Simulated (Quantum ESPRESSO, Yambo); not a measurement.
Planning a run of Yambo 5.3.0 on As (buckled honeycomb monolayer). The input:

```
HF_and_locXC
gw0
dyson
ppa
em1d
rim_cut
rim_w
RandQpts= 3000000
RandGvec= 100 RL
CUTGeo= "slab z"
RandGvecW= 9 RL
EXXRLvcs= 100 Ry
VXCRLvcs= 400 Ry
Chimod= "HARTREE"
% BndsRnXp
 1 | 97 |
%
NGsBlkXp= 8 Ry
% LongDrXp
 1 | 1 | 0 |
%
% GbndRnge
 1 | 97 |
%
DysSolver= "n"
ExtendOut
PPAPntXp= 27.21138 eV
% QPkrange
 1 | 7 | 21 | 26 |
%
```

```sh
OMP_NUM_THREADS=1 mpirun -n 4 yambo -F gw1.in -J gw1 -C gw1 > gw1.log
```

The stored states that it reads are on a 6×6×1 mesh. The cell holds 2 atoms: 2 As. Its edges and angles: a = 3.611 Å, b = 3.611 Å, c = 14.000 Å, α = 90.0°, β = 90.0°, γ = 120.0°. Vacuum lies along c.

Q: Estimate wall time and host memory on 4 MPI ranks of Arm Neoverse V2, shared host.

It took 7.3 min; on shared hardware allow 3.6 min to 15 min. Peak host memory was 4.2 GiB.

The screening grows as filled bands × empty bands × pairs of k points, times the square of the screening basis for the matrix.

[Paths, hosts, dates, memory and timing lines, banners, echoed tables and standing remarks are left out of the program output.]

[Logs are printed without paths, hosts, clocks, repeated set-up lines and the standing remarks that a program may print on its own settings, such as how far it seeks lower states.]

[Runs of the session that timed out or met a known fault of the program may be left out.]

[Hosts, paths, dates, database ids (printed as entryN), source tags and the programs' standing remarks are cut or masked in the printed files.]
